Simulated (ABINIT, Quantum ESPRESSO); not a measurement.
# Cost and result for the electronic dielectric constant of BP

Symmetry: F-43m, No. 216, cubic system. Conventional cell: a = 4.538 Å, b = 4.538 Å, c = 4.538 Å, α = 90.00°, β = 90.00°, γ = 90.00°. Around P (site symmetry -43m) lie 4 B at 1.97 Å. B (site symmetry -43m) is surrounded by 4 P at 1.97 Å.

```csv
rung,level,program and potentials,cutoff (eV),k mesh,smearing,task,core time,chip,electronic dielectric constant,notes
GGA,PBEsol,"ABINIT, PseudoDojo NC SR PBEsol v0.4 stringent",925,"4 × 4 × 4, 4 shifts",fixed,dielectric tensor,76 s,Arm Neoverse V1,9.45,-
LDA,LDA,"ABINIT, PseudoDojo NC SR LDA v0.4.1 standard",925,"4 × 4 × 4, 4 shifts",fixed,dielectric tensor,94 s,Intel Xeon,9.32,-
GGA,PBE,"Quantum ESPRESSO, PseudoDojo 0.4.1 SR PBE standard",1034,"8 × 8 × 8, shifted",fixed,phonons,3.5 min,Arm Neoverse V1,9.12,-
GGA,RPBE,"Quantum ESPRESSO, PseudoDojo 0.4.1 SR PBE standard",1034,"8 × 8 × 8, shifted",fixed,phonons,3.6 min,Arm Neoverse V2,9.04,potentials made for PBE; cell relaxed first (11.82 Å³/atom)
GGA,PBE,"Quantum ESPRESSO, SG15 PBE 1.2",952,"8 × 8 × 8, shifted",fixed,phonons,4 min,Arm Neoverse V1,9.10,cell relaxed first (11.71 Å³/atom)
LDA,LDA,"Quantum ESPRESSO, PseudoDojo 0.4.1 SR LDA standard",1034,"8 × 8 × 8, shifted",fixed,phonons,4.3 min,Arm Neoverse V1,9.14,cell relaxed first (11.29 Å³/atom)
non-local van der Waals functional,rPW86PBE+rVV10,"Quantum ESPRESSO, PseudoDojo 0.4.1 SR PBE standard",1034,"8 × 8 × 8, shifted",fixed,phonons,7.4 min,Arm Neoverse V1,8.97,potentials made for PBE; cell relaxed first (11.95 Å³/atom)
non-local van der Waals functional,vdW-DF-cx,"Quantum ESPRESSO, PseudoDojo 0.4.1 SR PBE standard",1034,"8 × 8 × 8, shifted",fixed,phonons,7.9 min,Arm Neoverse V1,9.19,potentials made for PBE
```

Times are single runs on shared hosts and different chips, so they are rough; meshes, cutoffs and the tasks' sizes weigh on the time. All rows: no spin polarisation. Smearing widths are in eV. The cell comes from a database and isn't always the measured one. Meshes differ between rows, which moves values too. All levels ran on this one cell, unrelaxed unless noted. Meshes are those of the run's cell of 2 atoms unless a note names another. Runs on faulty files, with rough fits or with known faults for this quantity aren't shown. No row holds spin-orbit coupling.

By rung: LDA 9.32; LDA in relaxed cells 9.14; GGA 9.12 to 9.45; GGA in relaxed cells 9.04 to 9.10; non-local van der Waals functional in relaxed cells 8.97; non-local van der Waals functional 9.19.

The calculated electronic dielectric constants lie close together, from 8.97 to 9.45, and describe a strongly polarisable covalent semiconductor. Boron and phosphorus differ little in electronegativity, so the valence electrons sit in shared sp3 bonds. Screening comes mainly from bonding-to-antibonding transitions across the whole zone, and the average separation of these states matters more than the indirect gap.

Among the relaxed cells the constant falls as the volume grows, but this is probably not a volume effect. In tetrahedral covalent crystals, expansion usually weakens the bonding-antibonding splitting and raises the screening, so differences between the functionals' own electronic responses more likely set the order. Nor does the spread rank the functionals: the two highest values, PBEsol and LDA at 9.45 and 9.32, are also the only ones from ABINIT, so the functional can't be separated from the sampling and potentials. The static dielectric constant would also need the lattice contribution, which is expected to be small for such weakly polar bonds.
